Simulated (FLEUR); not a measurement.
# C under changes of volume

One of the cells (5.672 Å³/atom); the others are scaled copies at fixed shape and fractional positions:

```
C
1.0
     0.00000    1.78337    1.78337
     1.78337    0.00000    1.78337
     1.78337    1.78337    0.00000
C
2
Cartesian
  2.6751 2.6751 2.6751
  1.7834 1.7834 1.7834
```

This isn't the form of C at room conditions, which is graphite.

* Program: FLEUR MaX-R8.1 (later development tree)
* Functional: LDA
* Potentials or basis: all-electron
* Basis: FLAPW
* Kmax: 5.34 1/bohr
* k mesh: 13 × 13 × 13
* Occupations: fermi-dirac, width 0.05 eV
* Spin: no spin polarisation

```csv
volume (Å³/atom),energy over the lowest point (meV/atom),gap on the mesh (eV)
5.332,7.49,4.26
5.445,0.00,4.21
5.672,6.00,4.11
5.899,35.81,4.02
6.012,?,?
```

**Question.** What does the run at 6.012 Å³/atom give?

**Answer.** Energy over the lowest point 58.39 meV/atom; gap on the mesh 3.97 eV.

Worked out: A Birch-Murnaghan fit of order 2 (a polynomial in V^(-2/3)) to the other rows has its minimum at 5.51 Å³/atom with B0 = V·E''(V) = 471 GPa. It gives 58.11 meV/atom at 6.012 Å³/atom, against the run's 58.39. A straight line through the other rows of the gap, of slope -2.38 eV per unit of ln V, extrapolates to 3.97 eV, against the run's 3.97.

Energies are extrapolated to zero smearing.

Caveats: an odd mesh through Γ misses points on the zone boundary, where band edges often lie.
